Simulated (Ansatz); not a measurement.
**Magnetic order of MnO at several levels**

```
Mn O
1.0
     3.37170    0.00000    0.00000
    -1.68585    2.91998    0.00000
     0.00000    0.00000    5.38550
Mn O
2 2
Direct
  0.33333 0.66667 0.01096
  0.66667 0.33333 0.51096
  0.33333 0.66667 0.37547
  0.66667 0.33333 0.87547
```

The same starts (parallel, antiparallel patterns that fit this cell, and no moments) were run with plane-wave PAW DFT (Ansatz 0.2.0; atoms fixed, collinear spin, no spin-orbit coupling; 9×9×5 Γ-centred mesh, fermi-dirac occupations of width 0.050 eV) at these levels: PBE, 420 eV; PBE with U_eff = 4.0 eV on Mn d (all-electron-ortho-atomic projectors), 420 eV; r2SCAN, 500 eV.

Q: Which order does each level favour, and how strongly?

A: The runs give, at zero smearing:

```csv
level,lowest state,mean moment on Mn (μB),parallel less best compensated antiparallel (meV per Mn),gain over no moments (meV per Mn)
PBE,"antiparallel, compensated",3.70,+272,1957
PBE + U,"antiparallel, compensated",3.91,+119,4238
r2SCAN,"antiparallel, compensated",3.86,+171,3258
```

Site moments are taken in small spheres that don't touch (radius about 0.4 of the atom's shortest bond), so those of the magnetic atoms read low. All levels favour antiparallel moments: the difference runs from +119 to +272 meV per Mn. The moment grows from 3.70 μB under PBE to 3.91 μB under PBE + U.

The cell is that of a Crystallography Open Database entry, unchanged.

Caveats: only orders that fit this cell were tried, so the true order may need a larger cell or canted moments; atoms and cell are held at the entry's values; differences under about 5 meV per magnetic atom weren't tested against a denser mesh or another U, and are taken as unresolved; the U is a value in common use, not computed for this crystal; the state without moments isn't the paramagnet, so the last column is no ordering energy, and a U inflates it; the entry's cell stands up to +8 GPa off zero pressure at these levels; the nearest magnetic atoms form triangles, which frustrates antiparallel coupling, so the true order may be non-collinear or need another cell.
